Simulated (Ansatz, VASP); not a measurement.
**MgSe3 in VASP and in Ansatz**

```
Mg Se
1.0
     4.38295    0.00000    0.00000
     0.00000    4.38295    0.00000
     0.00000    0.00000    4.38295
Mg Se
1 3
Direct
  0.00000 0.00000 0.00000
  0.00000 0.50000 0.50000
  0.50000 0.00000 0.50000
  0.50000 0.50000 0.00000
```

Alike in both runs: functional PBE; k mesh 10 × 10 × 10; occupations gaussian, width 0.1 eV; no spin polarisation.

Ansatz relaxed the structure, and its values are those at the end. VASP's run is a single point on that final structure, the one shown.

|  | VASP | Ansatz |
| --- | --- | --- |
| version | VASP 6.6.1 | Ansatz 0.2.0 |
| potentials or method | VASP PAW PBE potentials, release 64 (Mg, Se) | scalar-relativistic, plane waves, PAW |
| plane-wave cutoff (eV) | 520 | 420 |
| valence electrons in the cell | 20 | 58 |

Ansatz gave:

| Quantity | Value |
| --- | --- |
| gap on the k mesh at the Fermi level (eV) | none |
| pressure (GPa) | 0.0 |

Task: Which values does VASP return?

Result: gap on the k mesh at the Fermi level (eV): none; pressure (GPa): -0.1.

A gap of «none» marks a metal or a gap that the smearing closes. The two sets of potentials don't hold the same shells in valence.
